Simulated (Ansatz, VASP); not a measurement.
## Cs in VASP and in Ansatz

Contents of INCAR:

```
SYSTEM = Cs
ALGO = Normal ; EDIFF = 1E-6
ENCUT = 520 ; GGA = PS
ISIF = 2 ; ISMEAR = -1
LASPH = .TRUE. ; LCHARG = .FALSE.
LREAL = .FALSE. ; LWAVE = .FALSE.
NBANDS = 10 ; NELM = 100
PREC = Accurate ; SIGMA = 0.05
```

Contents of KPOINTS:

```
k-points
0
G
  6 6 6
  0 0 0
```

Contents of POSCAR:

```
Cs
1.0
    0.0000000000      3.8949733102      3.8949733102
    3.8949733102      0.0000000000      3.8949733102
    3.8949733102      3.8949733102      0.0000000000
Cs
1
Direct
    0.0000000000      0.0000000000      0.0000000000
```

Contents of input.yaml:

```yaml
crystal:
  lattice:
    - [0.0, 3.8949733102, 3.8949733102]
    - [3.8949733102, 0.0, 3.8949733102]
    - [3.8949733102, 3.8949733102, 0.0]
  atoms:
    - { symbol: Cs, position: [0.0, 0.0, 0.0] }
hamiltonian:
  xc: pbesol
  pseudopotentials: { kind: paw, source: jth, xc_functional: pbe }
kpoints:
  mp_grid: { grid: [6, 6, 6] }
scf:
  occupations: { method: fermi_dirac, width: 0.05 }
output:
  forces: true
  stress: true
  eigenvalues: true
```

This isn't the form of Cs at room conditions, which is bcc.

Alike in both runs: task single point; functional PBEsol; k mesh 6 × 6 × 6; occupations fermi-dirac, width 0.05 eV; no spin polarisation.

```csv
,VASP,Ansatz
version,VASP 6.6.1,Ansatz 0.2.0
potentials or method,"VASP PAW PBE potentials, release 64 (Cs_sv)",JTH PAW
plane-wave cutoff (eV),520,1200
valence electrons in the cell,9,9
```

|  | VASP | Ansatz | Ansatz less VASP |
| --- | --- | --- | --- |
| gap on the k mesh at the Fermi level (eV) | none | none | - |
| pressure (GPa) | -0.1 | -0.1 | +0.01 |

A gap of «none» marks a metal or a gap that the smearing closes. With one functional, cell and mesh, what is left measures potentials, basis and numerics.

Caveats: the PAW data sets were made with another functional, which shifts forces and pressure a little (VASP). The runs have no spin-orbit coupling, so splittings on Cs are missing.
